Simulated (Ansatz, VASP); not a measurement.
**Rh: VASP beside Ansatz**

INCAR

```
SYSTEM = Rh
PREC = Accurate
ENCUT = 520
EDIFF = 1E-6
ISMEAR = 0
SIGMA = 0.05
LREAL = .False.
LASPH = .True.
NELM = 60
ALGO = Fast
ISIF = 2
LWAVE = .False.
LCHARG = .True.
GGA = PS
LELF = .True.
LVHAR = .True.
NBANDS = 14
```

Contents of KPOINTS:

```
regular mesh
0
Gamma
  16 16 16
  0 0 0
```

POSCAR

```
Rh
1.0
    0.0000000000      1.8810061086      1.8810061086
    1.8810061086      0.0000000000      1.8810061086
    1.8810061086      1.8810061086      0.0000000000
Rh
1
Direct
    0.0000000000      0.0000000000      0.0000000000
```

Input for Ansatz:

```yaml
crystal:
  lattice:
    - [0.0, 1.8810061086, 1.8810061086]
    - [1.8810061086, 0.0, 1.8810061086]
    - [1.8810061086, 1.8810061086, 0.0]
  atoms:
    - { symbol: Rh, position: [0.0, 0.0, 0.0] }
basis:
  ecutwfc: 420
  ecutrho_ratio: 4
kpoints:
  mp_grid: { grid: [16, 16, 16] }
hamiltonian:
  xc: pbesol
scf:
  occupations: { method: gaussian, width: 0.05 }
output:
  forces: true
  stress: true
  eigenvalues: true
```

Alike in both runs: task single point; functional PBEsol; k mesh 16 × 16 × 16; occupations gaussian, width 0.05 eV; no spin polarisation.

|  | VASP | Ansatz |
| --- | --- | --- |
| version | VASP 6.6.1 | Ansatz 0.2.0 |
| potentials or method | VASP PAW PBE potentials, release 64 (Rh_pv) | scalar-relativistic, plane waves, PAW |
| plane-wave cutoff (eV) | 520 | 420 |
| valence electrons in the cell | 15 | 17 |

|  | VASP | Ansatz | Ansatz less VASP |
| --- | --- | --- | --- |
| gap on the k mesh at the Fermi level (eV) | none | none | - |
| pressure (GPa) | 4.2 | 4.4 | +0.22 |

A gap of «none» marks a metal or a gap that the smearing closes. With one functional, cell and mesh, what is left measures potentials, basis and numerics. The two sets of potentials don't hold the same shells in valence.

Caveats: the PAW data sets were made with another functional, which shifts forces and pressure a little (VASP).
